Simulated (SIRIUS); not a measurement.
The system is HfN.

```xyz
2
Lattice="0.0000 2.2560 2.2560 2.2560 0.0000 2.2560 2.2560 2.2560 0.0000" Properties=species:S:1:pos:R:3 pbc="T T T"
Hf    0.0000    0.0000    0.0000
N     2.2560    2.2560    2.2560
```

- Program: SIRIUS 7.10.0
- Task: single point
- Functional: PBEsol
- Potentials or basis: PseudoDojo 0.4.1 PBEsol standard (scalar relativistic)
- Cutoff: 1152 eV
- Density cutoff: 4606 eV
- k mesh: 10 × 10 × 10
- Occupations: fermi-dirac, width 0.05 eV
- Spin: no spin polarisation

On this cell: pressure -2.8 GPa; largest force zero by symmetry; band gap on the k mesh none (metal or under the smearing width).

The same run follows on a disturbed copy (atoms moved at random, drawn with an rms of 0.05 Å):

```
Hf N
1.0
     0.00000    2.25600    2.25600
     2.25600    0.00000    2.25600
     2.25600    2.25600    0.00000
Hf N
1 1
Direct
  0.02558 0.01152 0.98645
  0.48681 0.50285 0.51365
```

Problem. What changes?

Solution. The energy (extrapolated to zero smearing) moves by +39.0 meV/atom; pressure -1.0 GPa; largest force 1.350 eV/Å; band gap on the k mesh none (metal or under the smearing width).

Forces on the atoms (eV/Å):
```
Hf   0.476 -0.298 -1.228
N   -0.476  0.298  1.228
```

Stress tensor (GPa, compression positive):
```
-2.02  0.09  0.47
 0.09 -2.39 -0.30
 0.47 -0.30  1.55
```
